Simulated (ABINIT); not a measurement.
The system is AlNi3.

```
Ni Al
1.0
     3.52305    0.00000    0.00000
     0.00000    3.52305    0.00000
     0.00000    0.00000    3.52305
Ni Al
3 1
Direct
  0.50000 0.50000 0.00000
  0.50000 0.00000 0.50000
  0.00000 0.50000 0.50000
  0.00000 0.00000 0.00000
```

The cell is a database's computed one.

Base run:

```yaml
Program: ABINIT 10.8.3 (patched build)
Functional: PBE
Potentials_or_basis: JTH PAW PBE v2.0
Cutoff: 1116 eV
k_mesh: 5 × 5 × 5
Occupations: fermi-dirac, width 0.05 eV
Spin: collinear spin, ferromagnetic start
Starting_moments: "[1.0, 1.0, 1.0, 0.0] μB"
```

Its results: band gap on the k mesh none (metal or under the smearing width); pressure 7.6 GPa; net moment 0.54 μB per cell; site moments Ni +0.21; Al -0.01 μB.

Problem. The run is repeated on the same cell with these changes: k mesh from 5 × 5 × 5 to 3 × 3 × 3. What comes out?

Solution. Band gap on the k mesh none (metal or under the smearing width); pressure 8.8 GPa; net moment 0.38 μB per cell; site moments Ni +0.14; Al -0.00 μB.

Caveats: some runs use coarse meshes; small starting moments can end in a higher magnetic state in this program.

Not every run made on this cell is shown here.
